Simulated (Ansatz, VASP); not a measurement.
## BiTe: VASP beside Ansatz

```
Bi Te
1.0
     2.40645    1.38936    3.29503
    -2.40645    1.38936    3.29503
     0.00000   -2.77873    3.29503
Bi Te
1 1
Direct
  0.50000 0.50000 0.50000
  0.00000 0.00000 0.00000
```

Change from the starting cell: volume scaled by 0.98.

Alike in both runs: task single point; functional PBEsol; k mesh 7 × 7 × 7; occupations fermi-dirac, width 0.05 eV; no spin polarisation.

|  | VASP | Ansatz |
| --- | --- | --- |
| version | VASP 6.6.1 | Ansatz 0.2.0 |
| potentials or method | VASP PAW PBE potentials, release 64 (Bi_d, Te) | Ansatz PAW |
| plane-wave cutoff (eV) | 520 | 420 |
| valence electrons in the cell | 21 | 31 |

|  | VASP | Ansatz | Ansatz less VASP |
| --- | --- | --- | --- |
| gap on the k mesh at the Fermi level (eV) | none | none | - |
| pressure (GPa) | -1.4 | -1.4 | +0.02 |
| largest component of the traceless stress (GPa) | 0.10 | 0.10 | -0.003 |

A gap of «none» marks a metal or a gap that the smearing closes. The two sets of potentials don't hold the same shells in valence.

Caveats: spin-orbit coupling is left out, which moves the levels of the heavy elements; the PAW data sets were made with another functional, which shifts forces and pressure a little (VASP); the PAW data sets come from PBE, with cores solved anew for the run's functional, which leaves a small shift of forces and pressure (Ansatz).
